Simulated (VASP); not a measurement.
# CsPbBr₃ in VASP 6.6.1, single-point calculation

INCAR

```
LWAVE = .FALSE.
NBANDS = 23
ISIF = 2
EDIFF = 1E-7
ENCUT = 520
SIGMA = 0.02
NELM = 87
PREC = Accurate
NSW = 0
LASPH = .TRUE.
GGA = PE
LCHARG = .FALSE.
ISMEAR = -1
LREAL = .FALSE.
ISYM = 3
IBRION = -1
```

KPOINTS

```
KPOINTS created by Atomic Simulation Environment
0
Gamma
1 1 1
0 0 0
```

POSCAR

```
Cs Pb Br
 1.0000000000000000
     5.9429132837908396    0.0000000000000000   -0.0000000000000000
     0.0000000000000000    5.9429132837908396   -0.0000000000000000
    -0.0000000000000000   -0.0000000000000000    5.9429132837908396
 Cs  Pb  Br
   1   1   3
Cartesian
  0.0000000000000000 -0.0000000000000000 -0.0000000000000000
  2.9714566418954202  2.9714566418954202  2.9714566418954202
 -0.0000000000000000  2.9714566418954202  2.9714566418954202
  2.9714566418954202  0.0000000000000000  2.9714566418954202
  2.9714566418954202  2.9714566418954202 -0.0000000000000000
```

The recommended PBE PAW datasets give the neutral cell 44 valence electrons.

Command

```
mpirun -np 1 vasp_std
```

OSZICAR

```
N       E                     dE             d eps       ncg     rms          rms(c)
DAV:   1     0.422702448603E+03    0.42270E+03   -0.19301E+04    46   0.168E+03
DAV:   2     0.361179732601E+02   -0.38658E+03   -0.38494E+03    60   0.372E+02
DAV:   3    -0.174522256540E+02   -0.53570E+02   -0.53560E+02    53   0.147E+02
DAV:   4    -0.194481295571E+02   -0.19959E+01   -0.19958E+01    46   0.364E+01
DAV:   5    -0.195387356459E+02   -0.90606E-01   -0.90606E-01    68   0.724E+00
```

Standard output (part)

```
POSCAR found type information on POSCAR CsPbBr
 POSCAR found :  3 types and       5 ions
 LDA part: xc-table for (Slater+PW92), standard interpolation
 POSCAR, INCAR and KPOINTS ok, starting setup
 WAVECAR not read
 entering main loop
|                     _     ____    _    _    _____     _                     |
|                    | |   | |_) | | |  | | | |  __    | |                    |
|                    |_|   |  _ <  | |  | | | | |_ |   |_|                    |
|                     _    | |_) | | |__| | | |__| |    _                     |
|     internal error in CHECK_FULL_KPOINTS: KPOINTS_FULL not properly         |
|     initialised                                                             |
|     If you are not a developer, you should not encounter this problem.      |
|     Please submit a bug report.                                             |
```

VASP stopped with an error.

The run took about 3.8 s on one core of a shared host (Intel Xeon Platinum 8488C) and held 0.24 GiB at most.
